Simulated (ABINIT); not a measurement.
Runs of ABINIT 10.8.3 (patched build) on TiC. The structure is cubic, space group Fm-3m (No. 225). The conventional cell has a = 4.331 Å, b = 4.331 Å, c = 4.331 Å, α = 90.00°, β = 90.00°, γ = 90.00°. Ti (site symmetry m-3m) is surrounded by 6 C at 2.17 Å. C (site symmetry m-3m) has 6 Ti at 2.17 Å as nearest neighbours. The cell is a database's computed one.

```tsv
task	level	potentials or basis	cell	cutoff (eV)	fine-grid cutoff	cell freedom (optcell)	optimiser (ionmov)	cutoff smearing ecutsm (Ha)	force stop (Ha/bohr)	gap on the mesh (eV)	pressure (GPa)
single point	LDA	PseudoDojo NC SR LDA v0.4.1 standard	as given	952	-	-	-	-	-	none	-
single point	LDA	JTH PAW LDA v2.0	cell stretched	517	1034.03 eV	-	-	-	-	none	-20.3
relaxation of cell and atoms	PBEsol	PseudoDojo NC SR PBEsol v0.4.1 standard	relaxed	1143	-	2	2	0.5	2e-05	none	0.0
single point	PBE	PseudoDojo NC SR PBE v0.4.1 standard	cell relaxed	1143	-	-	-	-	-	none	(a)
```

Alike in all rows: no spin polarisation; k mesh 8 × 8 × 8; smearing fermi-dirac 0.05 eV.

Problem. Estimate the missing entries.

Solution. (a) -0.1.

A gap of «none» marks a metal or a gap under the smearing width.
